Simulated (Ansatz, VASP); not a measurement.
GaP in VASP and in Ansatz

INCAR

```
SYSTEM = GaP
  PREC = Accurate
  ENCUT = 520
  EDIFF = 1E-6
  ISMEAR = 0
  SIGMA = 0.03
  LREAL = .False.
  LASPH = .True.
  NELM = 100
  ALGO = Fast
  ISIF = 2
  LWAVE = .False.
  LCHARG = .False.
  GGA = PE
  NBANDS = 16
```

File KPOINTS:

```
regular mesh
0
Gamma
  8 8 8
  0 0 0
```

Contents of POSCAR:

```
GaP
1.0
    0.0000000000      2.7252500000      2.7252500000
    2.7252500000      0.0000000000      2.7252500000
    2.7252500000      2.7252500000      0.0000000000
Ga P
1 1
Direct
    0.0000000000      0.0000000000      0.0000000000
    0.7500000000      0.7500000000      0.7500000000
```

File input.yaml:

```yaml
crystal:
  lattice:
    - [0.0, 2.72525, 2.72525]
    - [2.72525, 0.0, 2.72525]
    - [2.72525, 2.72525, 0.0]
  atoms:
    - { symbol: Ga, position: [0.0, 0.0, 0.0] }
    - { symbol: P, position: [0.75, 0.75, 0.75] }
hamiltonian:
  xc: pbe
  pseudopotentials: { kind: paw }
kpoints:
  mp_grid: { grid: [8, 8, 8] }
scf:
  occupations: { method: gaussian, width: 0.03 }
output:
  forces: true
  stress: true
  eigenvalues: true
  write_density: true
  write_potential: true
  elf: true
  volumetric_format: npy
```

Alike in both runs: task single point; functional PBE; k mesh 8 × 8 × 8; occupations gaussian, width 0.03 eV; no spin polarisation.

|  | VASP | Ansatz |
| --- | --- | --- |
| version | VASP 6.6.1 | Ansatz 0.2.0 |
| potentials or method | VASP PAW PBE potentials, release 64 (Ga_d, P) | Ansatz PAW |
| plane-wave cutoff (eV) | 520 | 420 |
| valence electrons in the cell | 18 | 18 |

|  | VASP | Ansatz | Ansatz less VASP |
| --- | --- | --- | --- |
| gap on the k mesh at the Fermi level (eV) | 1.64 | 1.64 | +0.001 |
| least direct gap on the mesh (eV) | 1.83 | 1.83 | +0.002 |
| pressure (GPa) | 2.4 | 2.5 | +0.08 |

A k mesh can miss the band edges. As with any semilocal functional, this PBE gap is likely too small.
